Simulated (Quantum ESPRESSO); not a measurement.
# Al (Fm-3m) in Quantum ESPRESSO: settings compared, part 3 of 4

Quantum ESPRESSO 7.5.

## Step 4: Phonon dispersion, PBEsol

Contents of pw.in:

```
&CONTROL
  calculation = 'scf'
  prefix = 'pwscf'
  outdir = './tmp'
  pseudo_dir = './pseudo'
  tprnfor = .true.
  tstress = .true.
  disk_io = 'low'
/
&SYSTEM
  ibrav = 0
  nat = 1
  ntyp = 1
  ecutwfc = 40
  nbnd = 6
  occupations = 'smearing'
  smearing = 'mv'
  degauss = 0.01999163
/
&ELECTRONS
  conv_thr = 2d-10
  electron_maxstep = 120
  mixing_beta = 0.5
/
ATOMIC_SPECIES
Al    26.9815 Al.upf
CELL_PARAMETERS angstrom
   0.0000000000    2.0248050000    2.0248050000
   2.0248050000    0.0000000000    2.0248050000
   2.0248050000    2.0248050000    0.0000000000
ATOMIC_POSITIONS crystal
Al     0.0000000000    0.0000000000    0.0000000000
K_POINTS automatic
12 12 12 0 0 0
```

Contents of relax.in:

```
&CONTROL
  calculation = 'vc-relax'
  prefix = 'pwscf'
  outdir = './tmp'
  pseudo_dir = './pseudo'
  tprnfor = .true.
  tstress = .true.
  disk_io = 'low'
  nstep = 40
  forc_conv_thr = 0.0001
  etot_conv_thr = 1d-06
/
&SYSTEM
  ibrav = 0
  nat = 1
  ntyp = 1
  ecutwfc = 40
  nbnd = 6
  occupations = 'smearing'
  smearing = 'mv'
  degauss = 0.01999163
/
&ELECTRONS
  conv_thr = 2d-10
  electron_maxstep = 120
  mixing_beta = 0.5
/
&IONS
  ion_dynamics = 'bfgs'
/
&CELL
  cell_dynamics = 'bfgs'
  press = 0
  press_conv_thr = 0.2
/
ATOMIC_SPECIES
Al    26.9815 Al.upf
CELL_PARAMETERS angstrom
   0.0000000000    2.0248050000    2.0248050000
   2.0248050000    0.0000000000    2.0248050000
   2.0248050000    2.0248050000    0.0000000000
ATOMIC_POSITIONS crystal
Al     0.0000000000    0.0000000000    0.0000000000
K_POINTS automatic
12 12 12 0 0 0
```

Contents of scf2.in:

```
&CONTROL
  calculation = 'scf'
  prefix = 'pwscf'
  outdir = './tmp'
  pseudo_dir = './pseudo'
  tprnfor = .true.
  tstress = .true.
  disk_io = 'low'
/
&SYSTEM
  ibrav = 0
  nat = 1
  ntyp = 1
  ecutwfc = 40
  nbnd = 6
  occupations = 'smearing'
  smearing = 'mv'
  degauss = 0.01999163
/
&ELECTRONS
  conv_thr = 1d-13
  electron_maxstep = 120
  mixing_beta = 0.5
  startingpot = 'file'
  startingwfc = 'file'
/
ATOMIC_SPECIES
Al    26.9815 Al.upf
CELL_PARAMETERS angstrom
   0.0000000000    2.0074044988    2.0074044988
   2.0074044988    0.0000000000    2.0074044988
   2.0074044988    2.0074044988    0.0000000000
ATOMIC_POSITIONS crystal
Al     0.0000000000    0.0000000000    0.0000000000
K_POINTS automatic
12 12 12 0 0 0
```

Contents of ph.in:

```
phonon_bands of Al
&INPUTPH
  prefix = 'pwscf'
  outdir = './tmp'
  tr2_ph = 1d-18
  fildyn = 'dyn'
  niter_ph = 90
  alpha_mix(1) = 0.4
  ldisp = .true.
  nq1 = 4
  nq2 = 4
  nq3 = 4
/
```

Contents of q2r.in:

```
&INPUT
  fildyn = 'dyn'
  zasr = 'crystal'
  flfrc = 'fc'
/
```

Contents of matdyn.in:

```
&INPUT
  asr = 'crystal'
  flfrc = 'fc'
  flfrq = 'freq'
  q_in_cryst_coord = .true.
  flvec = ' '
/
80
 0.0000000000  0.0000000000  0.0000000000
 0.0454545455  0.0000000000  0.0454545455
 0.0909090909  0.0000000000  0.0909090909
 0.1363636364  0.0000000000  0.1363636364
 0.1818181818  0.0000000000  0.1818181818
 0.2272727273  0.0000000000  0.2272727273
 0.2727272727  0.0000000000  0.2727272727
 0.3181818182  0.0000000000  0.3181818182
 0.3636363636  0.0000000000  0.3636363636
 0.4090909091  0.0000000000  0.4090909091
 0.4545454545  0.0000000000  0.4545454545
 0.5000000000  0.0000000000  0.5000000000
 0.5000000000  0.0500000000  0.5500000000
 0.5000000000  0.1000000000  0.6000000000
 0.5000000000  0.1500000000  0.6500000000
 0.5000000000  0.2000000000  0.7000000000
 0.5000000000  0.2500000000  0.7500000000
 0.4687500000  0.2812500000  0.7500000000
 0.4375000000  0.3125000000  0.7500000000
 0.4062500000  0.3437500000  0.7500000000
 0.3750000000  0.3750000000  0.7500000000
 0.3461538462  0.3461538462  0.6923076923
 0.3173076923  0.3173076923  0.6346153846
 0.2884615385  0.2884615385  0.5769230769
 0.2596153846  0.2596153846  0.5192307692
 0.2307692308  0.2307692308  0.4615384615
 0.2019230769  0.2019230769  0.4038461538
 0.1730769231  0.1730769231  0.3461538462
 0.1442307692  0.1442307692  0.2884615385
 0.1153846154  0.1153846154  0.2307692308
 0.0865384615  0.0865384615  0.1730769231
 0.0576923077  0.0576923077  0.1153846154
 0.0288461538  0.0288461538  0.0576923077
 0.0000000000  0.0000000000  0.0000000000
 0.0454545455  0.0454545455  0.0454545455
 0.0909090909  0.0909090909  0.0909090909
 0.1363636364  0.1363636364  0.1363636364
 0.1818181818  0.1818181818  0.1818181818
 0.2272727273  0.2272727273  0.2272727273
 0.2727272727  0.2727272727  0.2727272727
 0.3181818182  0.3181818182  0.3181818182
 0.3636363636  0.3636363636  0.3636363636
 0.4090909091  0.4090909091  0.4090909091
 0.4545454545  0.4545454545  0.4545454545
 0.5000000000  0.5000000000  0.5000000000
 0.5178571429  0.4642857143  0.5178571429
 0.5357142857  0.4285714286  0.5357142857
 0.5535714286  0.3928571429  0.5535714286
 0.5714285714  0.3571428571  0.5714285714
 0.5892857143  0.3214285714  0.5892857143
 0.6071428571  0.2857142857  0.6071428571
 0.6250000000  0.2500000000  0.6250000000
 0.5937500000  0.2500000000  0.6562500000
 0.5625000000  0.2500000000  0.6875000000
 0.5312500000  0.2500000000  0.7187500000
 0.5000000000  0.2500000000  0.7500000000
 0.5000000000  0.2750000000  0.7250000000
 0.5000000000  0.3000000000  0.7000000000
 0.5000000000  0.3250000000  0.6750000000
 0.5000000000  0.3500000000  0.6500000000
 0.5000000000  0.3750000000  0.6250000000
 0.5000000000  0.4000000000  0.6000000000
 0.5000000000  0.4250000000  0.5750000000
 0.5000000000  0.4500000000  0.5500000000
 0.5000000000  0.4750000000  0.5250000000
 0.5000000000  0.5000000000  0.5000000000
 0.4861111111  0.4861111111  0.5277777778
 0.4722222222  0.4722222222  0.5555555556
 0.4583333333  0.4583333333  0.5833333333
 0.4444444444  0.4444444444  0.6111111111
 0.4305555556  0.4305555556  0.6388888889
 0.4166666667  0.4166666667  0.6666666667
 0.4027777778  0.4027777778  0.6944444444
 0.3888888889  0.3888888889  0.7222222222
 0.3750000000  0.3750000000  0.7500000000
 0.6250000000  0.2500000000  0.6250000000
 0.5937500000  0.1875000000  0.5937500000
 0.5625000000  0.1250000000  0.5625000000
 0.5312500000  0.0625000000  0.5312500000
 0.5000000000  0.0000000000  0.5000000000
```

Contents of matdyn_dos.in:

```
&INPUT
  asr = 'crystal'
  flfrc = 'fc'
  dos = .true.
  fldos = 'phdos'
  nk1 = 18
  nk2 = 18
  nk3 = 18
  deltaE = 1
  flvec = ' '
  flfrq = ' '
/
```

Contents of matdyn_mesh.in:

```
&INPUT
  asr = 'crystal'
  flfrc = 'fc'
  flfrq = 'mesh'
  q_in_cryst_coord = .true.
  flvec = ' '
/
1000
 0.05000000  0.05000000  0.05000000
 0.05000000  0.05000000  0.15000000
 0.05000000  0.05000000  0.25000000
[... 997 further points of the even 10 x 10 x 10 mesh, shifted by half a step ...]
```

Potentials or basis: PseudoDojo 0.4.1 SR PBEsol standard.

Command:

```
$ OMP_NUM_THREADS=1 pw.x -in pw.in > pw.out
$ OMP_NUM_THREADS=1 pw.x -in relax.in > relax.out
$ OMP_NUM_THREADS=1 pw.x -in scf2.in > scf2.out
$ OMP_NUM_THREADS=1 ph.x -in ph.in > ph.out
$ OMP_NUM_THREADS=1 q2r.x -in q2r.in > q2r.out
$ OMP_NUM_THREADS=1 matdyn.x -in matdyn.in > matdyn.out
$ OMP_NUM_THREADS=1 matdyn.x -in matdyn_dos.in > matdyn_dos.out
$ OMP_NUM_THREADS=1 matdyn.x -in matdyn_mesh.in > matdyn_mesh.out
```

pw.out:

```text
This program is part of the open-source Quantum ESPRESSO suite
     for quantum simulation of materials; please cite
[... 9 lines left out ...]
     --------------------
     sticks:   dense  smooth     PW     G-vecs:    dense   smooth      PW
     Sum         313     313    109                 3839     3839     749

     Using Slab Decomposition

     bravais-lattice index     =            0
     lattice parameter (alat)  =       5.4112  a.u.
     unit-cell volume          =     112.0408 (a.u.)^3
     number of atoms/cell      =            1
     number of atomic types    =            1
     number of electrons       =         3.00
     number of Kohn-Sham states=            6
     kinetic-energy cutoff     =      40.0000  Ry
     charge density cutoff     =     160.0000  Ry
     scf convergence threshold =      2.0E-10
     mixing beta               =       0.5000
     number of iterations used =            8  plain     mixing
     Exchange-correlation= PBESOL
                           (   1   4  10   8   0   0   0)

     celldm(1)=   5.411243  celldm(2)=   0.000000  celldm(3)=   0.000000
     celldm(4)=   0.000000  celldm(5)=   0.000000  celldm(6)=   0.000000

     crystal axes: (cart. coord. in units of alat)
               a(1) = (   0.000000   0.707107   0.707107 )
               a(2) = (   0.707107   0.000000   0.707107 )
               a(3) = (   0.707107   0.707107   0.000000 )

     reciprocal axes: (cart. coord. in units 2 pi/alat)
               b(1) = ( -0.707107  0.707107  0.707107 )
               b(2) = (  0.707107 -0.707107  0.707107 )
               b(3) = (  0.707107  0.707107 -0.707107 )

     PseudoPot. # 1 for Al read from file:
     Al.upf
     Pseudo is Norm-conserving + core correction, Zval =  3.0
     Generated using ONCVPSP code by D. R. Hamann
     Using radial grid of 1876 points,  6 beta functions with:
                l(1) =   0
                l(2) =   0
                l(3) =   1
                l(4) =   1
                l(5) =   2
                l(6) =   2

     atomic species   valence    mass     pseudopotential
     Al                3.00    26.98150     Al( 1.00)

     48 Sym. Ops., with inversion, found

   Cartesian axes

     site n.     atom                  positions (alat units)
         1        Al     tau(   1) = (   0.0000000   0.0000000   0.0000000  )

     number of k points=    72  Marzari-Vanderbilt smearing, width (Ry)=  0.0200
                       cart. coord. in units 2pi/alat
        k(    1) = (   0.0000000   0.0000000   0.0000000), wk =   0.0011574
        k(    2) = (   0.0589256   0.0589256  -0.0589256), wk =   0.0092593
        k(    3) = (   0.1178511   0.1178511  -0.1178511), wk =   0.0092593
        k(    4) = (   0.1767767   0.1767767  -0.1767767), wk =   0.0092593
        k(    5) = (   0.2357023   0.2357023  -0.2357023), wk =   0.0092593
        k(    6) = (   0.2946278   0.2946278  -0.2946278), wk =   0.0092593
[... 64 lines left out ...]
        k(   71) = (  -0.7071068   0.2357023   0.0000000), wk =   0.0138889
        k(   72) = (  -0.7071068   0.3535534   0.0000000), wk =   0.0069444

     Dense  grid:     3839 G-vectors     FFT dimensions: (  24,  24,  24)

     Initial potential from superposition of free atoms

     starting charge       2.9977, renormalised to       3.0000
     Starting wfcs are    4 randomized atomic wfcs +    2 random wfcs

     Self-consistent Calculation

     iteration #  1     ecut=    40.00 Ry     beta= 0.50
     Davidson diagonalization with overlap
     ethr =  1.00E-02,  avg # of iterations =  6.0

     Threshold (ethr) on eigenvalues was too large:
     Diagonalizing with lowered threshold

     Davidson diagonalization with overlap
     ethr =  1.88E-04,  avg # of iterations =  3.4

     total energy              =      -4.64082468 Ry
     estimated scf accuracy    <       0.00559268 Ry

     iteration #  2     ecut=    40.00 Ry     beta= 0.50
     Davidson diagonalization with overlap
     ethr =  1.86E-04,  avg # of iterations =  1.0
[... 4 lines left out ...]
     iteration #  3     ecut=    40.00 Ry     beta= 0.50
     Davidson diagonalization with overlap
     ethr =  4.03E-05,  avg # of iterations =  1.8

     total energy              =      -4.64046649 Ry
     estimated scf accuracy    <       0.00000139 Ry

     iteration #  4     ecut=    40.00 Ry     beta= 0.50
     Davidson diagonalization with overlap
     c_bands:  1 eigenvalues not converged
     ethr =  4.64E-08,  avg # of iterations =  4.9

     total energy              =      -4.64046892 Ry
     estimated scf accuracy    <       0.00000002 Ry

     iteration #  5     ecut=    40.00 Ry     beta= 0.50
     Davidson diagonalization with overlap
     ethr =  6.24E-10,  avg # of iterations =  2.2

     total energy              =      -4.64046893 Ry
     estimated scf accuracy    <          1.8E-09 Ry

     iteration #  6     ecut=    40.00 Ry     beta= 0.50
     Davidson diagonalization with overlap
     ethr =  5.85E-11,  avg # of iterations =  1.4

     End of self-consistent calculation

          k = 0.0000 0.0000 0.0000 (   531 PWs)   bands (ev):

    -3.2807  20.3809  20.3809  21.7738  21.7738  21.7738

          k = 0.0589 0.0589-0.0589 (   495 PWs)   bands (ev):

    -3.0928  17.7636  19.7948  19.7948  22.4816  22.6472

          k = 0.1179 0.1179-0.1179 (   489 PWs)   bands (ev):
[... 237 lines left out ...]
     4.6206   7.7477   8.8695  11.9780  17.3752  20.6730

          k =-0.0000-0.4714 0.5893 (   483 PWs)   bands (ev):

     6.0505   6.5634   7.5089  12.4309  18.0562  23.4842

          k =-0.7071 0.1179-0.0000 (   472 PWs)   bands (ev):

     5.1304   6.4454  10.6671  12.0277  16.2299  18.4961

          k =-0.2357-0.4714 0.7071 (   481 PWs)   bands (ev):

     1.6440   9.5109  10.9480  13.1470  20.5686  22.1555

          k =-0.1768-0.4125 0.6482 (   482 PWs)   bands (ev):

     3.2637   7.4407  10.5700  11.9767  21.3501  22.7817
[... 19 lines left out ...]
     5.8203   7.1509   8.5873  10.1309  19.6843  21.4755

          k =-0.7071 0.3536 0.0000 (   488 PWs)   bands (ev):

     6.9720   6.9720   7.9772   8.8785  23.5528  24.0306

     the Fermi energy is     7.6981 ev

!    total energy              =      -4.64046893 Ry
     estimated scf accuracy    <          2.8E-11 Ry
     smearing contrib. (-TS)   =       0.00001998 Ry
     internal energy E=F+TS    =      -4.64048891 Ry

     The total energy is F=E-TS. E is the sum of the following terms:
     one-electron contribution =       2.90620702 Ry
     hartree contribution      =       0.00723542 Ry
     xc contribution           =      -2.16184645 Ry
     ewald contribution        =      -5.39208490 Ry

     convergence has been achieved in   6 iterations

     Forces acting on atoms (cartesian axes, Ry/au):

     atom    1 type  1   force =     0.00000000    0.00000000    0.00000000

     Total force =     0.000000     Total SCF correction =     0.000000

     Computing stress (Cartesian axis) and pressure

          total   stress  (Ry/bohr**3)                   (kbar)     P=      -20.27
  -0.00013781  -0.00000000  -0.00000000          -20.27       -0.00       -0.00
  -0.00000000  -0.00013781  -0.00000000           -0.00      -20.27       -0.00
  -0.00000000  -0.00000000  -0.00013781           -0.00       -0.00      -20.27

=------------------------------------------------------------------------------=
   JOB DONE.
=------------------------------------------------------------------------------=
```

Wall time 5.7 min (1 thread of Intel Xeon Platinum 8488C (Sapphire Rapids), shared host); peak memory 0.09 GiB.

What came out:

```
Free energy                            : -63.1395 eV
Relaxed volume                         : 16.18 Å³/atom
Relaxed cell                           : a = 2.839 Å, b = 2.839 Å, c = 2.839 Å, α = 60.00°, β = 60.00°, γ = 60.00°
Space group after relaxing (to 0.05 Å) : Fm-3m (No. 225)
Pressure after relaxing                : 0.0 GPa
Band gap on the k mesh                 : none (metal or under the smearing width)
Highest phonon frequency               : 349 cm⁻¹
Zero-point energy                      : 0.040 eV/atom
```

Step by step:
| step | energy change (eV) | largest force (eV/Å) | pressure (GPa) | volume (Å³) |
| --- | --- | --- | --- | --- |
| 1 | 0.0000 | 0.0000 | -2.03 | 16.60 |
| 2 | -0.0017 | 0.0000 | -1.24 | 16.43 |
| 3 | -0.0027 | 0.0000 | 0.01 | 16.18 |
| 4 | -0.0027 | 0.0000 | 0.01 | 16.18 |

Final structure:
```
CELL_PARAMETERS angstrom
0.00000 2.00740 2.00740
2.00740 0.00000 2.00740
2.00740 2.00740 0.00000
ATOMIC_POSITIONS crystal
Al 0.00000 0.00000 0.00000
```

Levels at points of the mesh, in eV from the Fermi level:
```
             k point  band 1  band 2  band 3  band 4  band 5  band 6
  (0.00, 0.00, 0.00)  -11.16   12.83   12.83   14.42   14.42   14.42
 (0.00, 0.00, -0.50)   -4.57   -4.29   11.65   11.65   11.69   11.69
(0.00, -0.50, -0.50)   -2.86   -1.50    5.38    5.78    5.78    9.34
```

Phonon frequencies in cm⁻¹ (negative: imaginary):
```
              q point  frequencies
(0.000, 0.000, 0.000)        0 0 0
(0.318, 0.000, 0.318)  171 171 279
(0.500, 0.150, 0.650)  217 238 317
(0.346, 0.346, 0.692)  186 281 285
(0.144, 0.144, 0.288)  105 135 210
(0.091, 0.091, 0.091)     47 47 95
(0.409, 0.409, 0.409)  143 143 302
(0.589, 0.321, 0.589)  182 251 301
(0.500, 0.275, 0.725)  219 274 279
(0.500, 0.450, 0.550)  153 163 312
(0.431, 0.431, 0.639)  173 222 307
(0.562, 0.125, 0.562)  200 227 337
```

Phonon frequencies at the corners of the path (cm⁻¹, interpolated; i marks imaginary ones):
| point | frequencies |
| --- | --- |
| Γ | 0 0 0 |
| X | 204 204 349 |
| W | 222 276 276 |
| K | 192 267 304 |
| L | 146 146 312 |
| U | 192 267 304 |

Phonon states per cell in windows of 20 cm⁻¹ (negative: imaginary):
| from (cm⁻¹) | total |
| --- | --- |
| 0 | 0.00 |
| 20 | 0.00 |
| 40 | 0.01 |
| 60 | 0.02 |
| 80 | 0.04 |
| 100 | 0.08 |
| 120 | 0.14 |
| 140 | 0.30 |
| 160 | 0.38 |
| 180 | 0.42 |
| 200 | 0.33 |
| 220 | 0.20 |
| 240 | 0.20 |
| 260 | 0.16 |
| 280 | 0.35 |
| 300 | 0.31 |
| 320 | 0.05 |
| 340 | 0.01 |

Harmonic thermodynamics per atom at this volume (zero-point energy 40.0 meV, Debye temperature from the second moment 416 K):
| T (K) | free energy (meV) | entropy (k_B) | heat capacity Cv (k_B) |
| --- | --- | --- | --- |
| 50 | 39.9 | 0.13 | 0.40 |
| 100 | 38.1 | 0.75 | 1.47 |
| 200 | 25.4 | 2.14 | 2.44 |
| 298.15 | 2.7 | 3.18 | 2.73 |
| 500 | -66.3 | 4.64 | 2.90 |
| 800 | -205.4 | 6.02 | 2.96 |

(Continued in part 4 of 4.)
